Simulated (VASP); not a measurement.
# MgS (P6_3mc) in VASP: settings compared

One crystal, MgS, is run at these levels: HSE(alpha, omega), PBE; tasks: single point.

Program: VASP 6.6.1. These are calculated values, not measurements. Logs are shortened: lines on timing, memory, paths and dates and some standing lists are left out, and cuts for length are marked.

## (1) The crystal as given

Symmetry: P6_3mc, No. 186, hexagonal system. Conventional cell: a = 4.035 Å, b = 4.035 Å, c = 6.432 Å, α = 90.00°, β = 90.00°, γ = 120.00°. S (site symmetry 3m) has 4 Mg at 2.45 to 2.47 Å as nearest neighbours. Around Mg (site symmetry 3m) lie 4 S at 2.45 to 2.47 Å.

The cell comes from a database or a generator and needn't be the stable form of this composition.

## (2) Single point, HSE(alpha, omega)

File POSCAR:

```
MgS
1.0
    4.0346224068      0.0000000000      0.0000000000
   -2.0173112034      3.4940854990      0.0000000000
    0.0000000000      0.0000000000      6.4322941800
S Mg
2 2
Direct
    0.6666666667      0.3333333333      0.8792441500
    0.3333333333      0.6666666667      0.3792441500
    0.3333333333      0.6666666667      0.9957548500
    0.6666666667      0.3333333333      0.4957548500
```

File INCAR.step1:

```
SYSTEM = MgS
ALGO     = Normal         ! electronic algorithm
EDIFF    = 1E-5           ! SCF threshold, eV
ENCUT    = 520            ! plane-wave cutoff, eV
GGA      = PE             ! functional
ISIF     = 2              ! what is computed and relaxed
ISMEAR   = -1             ! smearing method
LASPH    = .True.         ! aspherical terms in the spheres
LCHARG   = .False.        ! write CHGCAR
LREAL    = .False.        ! projectors in reciprocal space
LWAVE    = .True.         ! write WAVECAR
NELM     = 100            ! most SCF steps
PREC     = Accurate       ! precision mode
SIGMA    = 0.05           ! smearing width, eV
```

File INCAR.step2:

```
SYSTEM = MgS
AEXX     = 0.3            ! exact-exchange fraction
ALGO     = Normal         ! electronic algorithm
EDIFF    = 1E-7           ! SCF threshold, eV
ENCUT    = 520            ! plane-wave cutoff, eV
GGA      = PE             ! functional
HFSCREEN = 0.2            ! screening, 1/A
ISIF     = 2              ! what is computed and relaxed
ISMEAR   = -1             ! smearing method
ISTART   = 1            
LASPH    = .True.         ! aspherical terms in the spheres
LCHARG   = .False.        ! write CHGCAR
LHFCALC  = .True.         ! exact exchange
LREAL    = .False.        ! projectors in reciprocal space
LWAVE    = .False.        ! write WAVECAR
NELM     = 100            ! most SCF steps
PREC     = Accurate       ! precision mode
PRECFOCK = Fast         
SIGMA    = 0.05           ! smearing width, eV
```

File KPOINTS:

```
k-points
0
Gamma
  4 4 2
  0 0 0
```

Potentials or basis: VASP PAW PBE potentials, release 64 (S, Mg).

Started as:

```
$ cat potpaw_PBE.64/S/POTCAR potpaw_PBE.64/Mg/POTCAR > POTCAR
$ cp INCAR.step1 INCAR
$ mpirun -np 1 vasp_std > vasp.out
$ cp INCAR.step2 INCAR
$ mpirun -np 1 vasp_std > vasp.out
```

OUTCAR:

```text
SYSTEM = MgS
   AEXX = 0.3
   EDIFF = 1E-7
   ENCUT = 520
   GGA = PE
   HFSCREEN = 0.2
   ISIF = 2
   ISMEAR = -1
   ISTART = 1
   LASPH = .True.
   LHFCALC = .True.
   LREAL = .False.
   NELM = 100
   PREC = Accurate
   PRECFOCK = Fast

 ion  position               nearest neighbor table
   1  0.667  0.333  0.879-   3 2.45   3 2.45   3 2.45   4 2.47
   2  0.333  0.667  0.379-   4 2.45   4 2.45   4 2.45   3 2.47
   3  0.333  0.667  0.996-   1 2.45   1 2.45   1 2.45   2 2.47
   4  0.667  0.333  0.496-   2 2.45   2 2.45   2 2.45   1 2.47

  LATTYP: Found a hexagonal cell.
 ALAT       =     4.0346224068
 C/A-ratio  =     1.5942741430

  Lattice vectors:

 A1 = (   4.0346224068,   0.0000000000,   0.0000000000)
 A2 = (  -2.0173112034,   3.4940854990,   0.0000000000)
 A3 = (   0.0000000000,   0.0000000000,   6.4322941800)

Analysis of symmetry for initial positions (statically):
=====================================================================
 Subroutine PRICEL returns:
 Original cell was already a primitive cell.

 Routine SETGRP: Setting up the symmetry group for a
 hexagonal supercell.

 Subroutine GETGRP returns: Found 12 space group operations
 (whereof  6 operations were pure point group operations)
 out of a pool of 24 trial point group operations.

The static configuration has the point symmetry C_3v.
 The point group associated with its full space group is C_6v.

Analysis of symmetry for dynamics (positions and initial velocities):
=====================================================================
 Subroutine PRICEL returns:
 Original cell was already a primitive cell.

 Routine SETGRP: Setting up the symmetry group for a
 hexagonal supercell.

 Subroutine GETGRP returns: Found 12 space group operations
 (whereof  6 operations were pure point group operations)
 out of a pool of 24 trial point group operations.

The dynamic configuration has the point symmetry C_3v.
 The point group associated with its full space group is C_6v.

 Subroutine INISYM returns: Found 12 space group operations
 (whereof  6 operations are pure point group operations),
 and found     1 'primitive' translations

----------------------------------------------------------------------------------------

                                     Primitive cell

  volume of cell :      90.6781

  direct lattice vectors                    reciprocal lattice vectors
     4.034622407  0.000000000  0.000000000     0.247854669  0.143098960  0.000000000
    -2.017311203  3.494085499  0.000000000     0.000000000  0.286197919  0.000000000
     0.000000000  0.000000000  6.432294180     0.000000000  0.000000000  0.155465526

  length of vectors
     4.034622407  4.034622407  6.432294180     0.286197919  0.286197919  0.155465526

  position of ions in fractional coordinates (direct lattice)
     0.666666667  0.333333333  0.879244150
     0.333333333  0.666666667  0.379244150
     0.333333333  0.666666667  0.995754850
     0.666666667  0.333333333  0.495754850

  ion indices of the primitive-cell ions
   primitive index   ion index
                 1           1
                 2           2
                 3           3
                 4           4

----------------------------------------------------------------------------------------

 KPOINTS: k-points

Automatic generation of k-mesh.
 Grid dimensions read from file:
 generate k-points for:    4    4    2

 Generating k-lattice:

  Cartesian coordinates                     Fractional coordinates (reciprocal lattice)
     0.061963667  0.035774740  0.000000000     0.250000000  0.000000000  0.000000000
     0.000000000  0.071549480  0.000000000     0.000000000  0.250000000  0.000000000
     0.000000000  0.000000000  0.077732763     0.000000000  0.000000000  0.500000000

  Length of vectors
     0.071549480  0.071549480  0.077732763

  Shift w.r.t. Gamma in fractional coordinates (k-lattice)
     0.000000000  0.000000000  0.000000000

 Subroutine IBZKPT returns following result:
 ===========================================

 Found      8 irreducible k-points:

 Following reciprocal coordinates:
            Coordinates               Weight
  0.000000  0.000000  0.000000      1.000000
  0.250000  0.000000  0.000000      6.000000
  0.500000  0.000000  0.000000      3.000000
  0.250000  0.250000  0.000000      6.000000
  0.000000  0.000000  0.500000      1.000000
  0.250000  0.000000  0.500000      6.000000
  0.500000  0.000000  0.500000      3.000000
  0.250000  0.250000  0.500000      6.000000
   k-points           NKPTS =      8   k-points in BZ     NKDIM =     32   number of bands    NBANDS=     12
   number of dos      NEDOS =    301   number of ions     NIONS =      4
   total plane-waves  NPLWV =  43200
   dimension x,y,z NGX =    30 NGY =   30 NGZ =   48
   dimension x,y,z NGXF=    60 NGYF=   60 NGZF=   96
   ions per type =               2   2
   NGX,Y,Z   is equivalent  to a cutoff of  12.36, 12.36, 12.41 a.u.
   NGXF,Y,Z  is equivalent  to a cutoff of  24.72, 24.72, 24.81 a.u.
 SYSTEM =  MgS
   PREC   = accura    normal or accurate (medium, high low for compatibility)
   ISTART =      1    job   : 0-new  1-cont  2-samecut
   ICHARG =      0    charge: 1-file 2-atom 10-const
   ISPIN  =      1    spin polarized calculation?
   LNONCOLLINEAR =      F non collinear calculations
   LSORBIT =      F    spin-orbit coupling
   LASPH  =      T    aspherical Exc in radial PAW
   ENCUT  =  520.0 eV  38.22 Ry    6.18 a.u.   7.50  7.50 11.96*2*pi/ulx,y,z
   NELM   =    100;   NELMIN=  2; NELMDL=  0     # of ELM steps
   EDIFF  = 0.1E-06   stopping-criterion for ELM
   LREAL  =      F    real-space projection
   EDIFFG = 0.1E-05   stopping-criterion for IOM
   NSW    =      0    number of steps for IOM
   IBRION =     -1    ionic relax: 0-MD 1-quasi-New 2-CG
   NFREE  =      0    steps in history (QN), initial steepest desc. (CG)
   ISIF   =      2    stress and relaxation
   ISYM   =      3    0-nonsym 1-usesym 2-fastsym
   POTIM  = 0.5000    time-step for ionic-motion
   TEBEG  =    0.0;   TEEND  =   0.0 temperature during run
   PSTRESS=    0.0 pullay stress
   NELECT =      16.0000    total number of electrons
   NUPDOWN=      -1.0000    fix difference up-down
   EMIN   =  10.00;   EMAX   =-10.00  energy-range for DOS
   EFERMI =   0.00;   METHOD = LEGACY
   ISMEAR =    -1;   SIGMA  =   0.05  broadening in eV -4-tet -1-fermi 0-gaus
   EFERMI_NEDOS =   21; number of points for ismear=-14 and -15
   IALGO  =     38    algorithm
   IMIX   =      1    mixing-type and parameters
     AMIX     =   0.40;   BMIX     =  1.00
     AMIX_MAG =   1.60;   BMIX_MAG =  1.00
  volume/ion in A,a.u.               =      22.67       152.98
  Fermi-wavevector in a.u.,A,eV,Ry     =   0.918221  1.735187 11.471486  0.843130
  Thomas-Fermi vector in A             =   2.043279
   LORBIT       =      0    0 simple, 1 ext, 2 COOP (PROOUT), +10 PAW based schemes
   GGA     = PE    functional components
   LHFCALC =     T    Hartree Fock is set to
   PRECFOCK=fast      Normal, Fast or Accurate (Low or Medium for compatibility)
   ENCUT4O =  -1.0   cutoff for four orbital integrals eV
   NKREDX  =     1    reduce k-point grid by
   NKREDY  =     1    reduce k-point grid by
   NKREDZ  =     1    reduce k-point grid by
   AEXX    =    0.3000 exact exchange contribution
   HFSCREEN=    0.2000 screening length (either q_TF or 0.3 A-1)
   HFSCREENC=   0.2000 screening length for correlation (either q_TF or 0.3 A-1)
   ENCUTFOCK=  -1.0 apply spherical cutoff to Coloumb kernel
   IVDW    =     0    specifies the selected vdW correction
   LEPSILON=     F    determine dielectric tensor
   LRPA    =     F    only Hartree local field effects (RPA)
 non-spin polarized calculation
  energy-cutoff  :      520.00
  volume of cell :       90.68
 maximum number of plane-waves:      2462
 NGX is ok and might be reduce to    30
  NGX = 18; NGY = 18; NGZ = 28

 number of electron      16.0000004 magnetization

 Free energy of the ion-electron system (eV)
  ---------------------------------------------------
  ext. energy  EPLUGINS =         0.00000000
  ---------------------------------------------------
  free energy    TOTEN  =       -20.32718661 eV

  energy without entropy =      -20.32718661  energy(sigma->0) =      -20.32718661

 E-fermi :   1.3466     XC(G=0):  -6.7236

 val. band max:        0.3143847030   @ k =   0.0000   0.0000   0.0000
 cond. band min:       5.0438724018   @ k =   0.0000   0.0000   0.0000
 fundamental gap:      4.7294876988
 Fermi energy:         1.3466042320

 k-point     1 :       0.0000    0.0000    0.0000
  band No.  band energies     occupation
      1     -12.4972      2.00000
      2     -11.6777      2.00000
      3      -3.2396      2.00000
      4      -0.3347      2.00000
      5      -0.3347      2.00000
      6       0.1385      2.00000
      7       0.1385      2.00000
      8       0.3144      2.00000
      9       5.0439      0.00000
     10       6.3285      0.00000
     11       9.2510      0.00000
     12       9.2510      0.00000

 k-point     2 :       0.2500    0.0000    0.0000
  band No.  band energies     occupation
      1     -12.1837      2.00000
      2     -11.5409      2.00000
      3      -2.7288      2.00000
      4      -1.8110      2.00000
      5      -1.3107      2.00000
      6      -0.7490      2.00000
      7      -0.0245      2.00000
      8       0.0150      2.00000
      9       6.6221      0.00000
     10       7.1648      0.00000
     11       8.3001      0.00000
     12       9.0080      0.00000

 k-point     3 :       0.5000    0.0000    0.0000
  band No.  band energies     occupation
      1     -11.7495      2.00000
      2     -11.4769      2.00000
      3      -2.9957      2.00000
      4      -2.3714      2.00000
      5      -1.7595      2.00000
      6      -1.0747      2.00000
      7      -0.6923      2.00000
      8      -0.2151      2.00000
      9       6.3030      0.00000
     10       6.7990      0.00000
     11       7.4889      0.00000
     12       9.2438      0.00000

 k-point     4 :       0.2500    0.2500    0.0000
  band No.  band energies     occupation
      1     -11.7648      2.00000
      2     -11.4652      2.00000
      3      -2.4410      2.00000
      4      -2.3434      2.00000
      5      -1.7765      2.00000
      6      -1.5494      2.00000
      7      -0.8249      2.00000
      8      -0.5988      2.00000
      9       6.7944      0.00000
     10       8.1332      0.00000
     11       8.5118      0.00000
     12       8.7999      0.00000

 k-point     5 :       0.0000    0.0000    0.5000
  band No.  band energies     occupation
      1     -12.1211      2.00000
      2     -12.1211      2.00000
      3      -1.7540      2.00000
      4      -1.7540      2.00000
      5      -0.1065      2.00000
      6      -0.1065      2.00000
      7      -0.1065      2.00000
      8      -0.1065      2.00000
      9       6.5757      0.00000
     10       6.5757      0.00000
     11       9.4070      0.00000
     12       9.4075      0.00000

 k-point     6 :       0.2500    0.0000    0.5000
  band No.  band energies     occupation
      1     -11.8804      2.00000
      2     -11.8804      2.00000
      3      -2.2526      2.00000
      4      -2.2526      2.00000
      5      -0.6776      2.00000
      6      -0.6776      2.00000
      7      -0.4124      2.00000
      8      -0.4124      2.00000
      9       6.9882      0.00000
     10       6.9882      0.00000
     11       8.5298      0.00000
     12       8.5298      0.00000

 k-point     7 :       0.5000    0.0000    0.5000
  band No.  band energies     occupation
      1     -11.6103      2.00000
      2     -11.6103      2.00000
      3      -3.1177      2.00000
      4      -3.1177      2.00000
      5      -0.6823      2.00000
      6      -0.6823      2.00000
      7      -0.5720      2.00000
      8      -0.5720      2.00000
      9       6.2214      0.00000
     10       6.2214      0.00000
     11       7.9887      0.00000
     12       7.9887      0.00000

 k-point     8 :       0.2500    0.2500    0.5000
  band No.  band energies     occupation
      1     -11.6133      2.00000
      2     -11.6133      2.00000
      3      -2.7915      2.00000
      4      -2.7915      2.00000
      5      -1.4360      2.00000
      6      -1.4360      2.00000
      7      -0.3576      2.00000
      8      -0.3576      2.00000
      9       7.1173      0.00000
     10       7.1173      0.00000
     11       8.5816      0.00000
     12       8.5816      0.00000

------------------------ aborting loop because EDIFF is reached ----------------------------------------

  FORCE on cell =-STRESS in cart. coord.  units (eV):
  Direction    XX          YY          ZZ          XY          YZ          ZX
  --------------------------------------------------------------------------------------
  -------------------------------------------------------------------------------------
  Total       -0.1297595     -0.1297595     -0.3101935      0.0000000      0.0000000      0.0000000
  in kB       -2.2927017     -2.2927017     -5.4807627      0.0000000      0.0000000      0.0000000
  external PRESSURE =      -3.3553887 kB  Pullay stress =       0.0000000 kB

 VOLUME and BASIS-vectors are now :
 -----------------------------------------------------------------------------
  energy-cutoff  :      520.00
  volume of cell :       90.68
      direct lattice vectors                 reciprocal lattice vectors
     4.034622407  0.000000000  0.000000000     0.247854669  0.143098960  0.000000000
    -2.017311203  3.494085499  0.000000000     0.000000000  0.286197919  0.000000000
     0.000000000  0.000000000  6.432294180     0.000000000  0.000000000  0.155465526

 POSITION                                       TOTAL-FORCE (eV/Angst)
 -----------------------------------------------------------------------------------
      2.01731      1.16470      5.65556        -0.000000      0.000000     -0.052487
     -0.00000      2.32939      2.43941         0.000000     -0.000000     -0.052487
     -0.00000      2.32939      6.40499        -0.000000      0.000000      0.052487
      2.01731      1.16470      3.18884         0.000000     -0.000000      0.052487
 -----------------------------------------------------------------------------------
    total drift:                                0.000001     -0.000000     -0.000216

  FREE ENERGIE OF THE ION-ELECTRON SYSTEM (eV)
  ---------------------------------------------------
  free  energy   TOTEN  =       -20.3271866121 eV

  energy  without entropy=      -20.3271866121  energy(sigma->0) =      -20.32718661
```

Wall time 84 s (1 thread of Intel Xeon Platinum 8488C (Sapphire Rapids), shared host); peak memory 0.29 GiB.

Results:

```yaml
Free_energy: -20.3272 eV
Pressure: -0.3 GPa
Largest_force: 0.052 eV/Å
Band_gap_on_the_k_mesh: 4.73 eV, direct
```

Forces on the atoms (eV/Å):
```
S    0.000  0.000 -0.052
S    0.000  0.000 -0.052
Mg   0.000  0.000  0.052
Mg   0.000  0.000  0.052
```

Caveat: the k mesh is coarse (spacing up to 0.49 Å⁻¹), so the values aren't converged, least of all with exact exchange; the PAW data sets were made with another functional, which shifts forces and pressure a little.

## (3) Single point, HSE(alpha, omega)

POSCAR is that of step 2.

INCAR.step1 is that of step 2.

INCAR.step2: that of step 2 with these lines changed.

```diff
@@ -1,3 +1,3 @@
 SYSTEM = MgS
-AEXX     = 0.3            ! exact-exchange fraction
+AEXX     = 0.4            ! exact-exchange fraction
 ALGO     = Normal         ! electronic algorithm
```

KPOINTS is that of step 2.

Potentials or basis: VASP PAW PBE potentials, release 64 (S, Mg).

Started as:

```
$ cat potpaw_PBE.64/S/POTCAR potpaw_PBE.64/Mg/POTCAR > POTCAR
$ cp INCAR.step1 INCAR
$ mpirun -np 1 vasp_std > vasp.out
$ cp INCAR.step2 INCAR
$ mpirun -np 1 vasp_std > vasp.out
```

It took 88 s on 1 thread of Intel Xeon Platinum 8488C (Sapphire Rapids), shared host; peak memory 0.29 GiB.

The run converged. Its results:

```yaml
Free_energy: -21.4740 eV
Pressure: -0.7 GPa
Largest_force: 0.054 eV/Å
Band_gap_on_the_k_mesh: 5.18 eV, direct
```

Forces in eV/Å, atoms in the order of the input:
```
S    0.000  0.000 -0.054
S    0.000  0.000 -0.054
Mg   0.000  0.000  0.054
Mg   0.000  0.000  0.054
```

Stress tensor (GPa, compression positive):
```
-0.65  0.00  0.00
 0.00 -0.65  0.00
 0.00  0.00 -0.95
```

Levels at points of the mesh, in eV from the valence-band top:
```tsv
k point	band 4	band 5	band 6	band 7	band 8	band 9	band 10	band 11	band 12
(0.00, 0.00, 0.00)	-0.67	-0.67	-0.18	-0.18	0.00	5.18	6.47	9.43	9.43
(0.50, 0.00, 0.00)	-2.76	-2.13	-1.43	-1.03	-0.55	6.42	6.92	7.65	9.42
(0.00, 0.00, 0.50)	-2.12	-0.43	-0.43	-0.43	-0.43	6.73	6.73	9.59	9.59
(0.50, 0.00, 0.50)	-3.53	-1.03	-1.03	-0.91	-0.91	6.34	6.34	8.15	8.15
```

Caveat: the k mesh is coarse (spacing up to 0.49 Å⁻¹), so the values aren't converged, least of all with exact exchange; the PAW data sets were made with another functional, which shifts forces and pressure a little.

(Continued in part 2 of 2.)
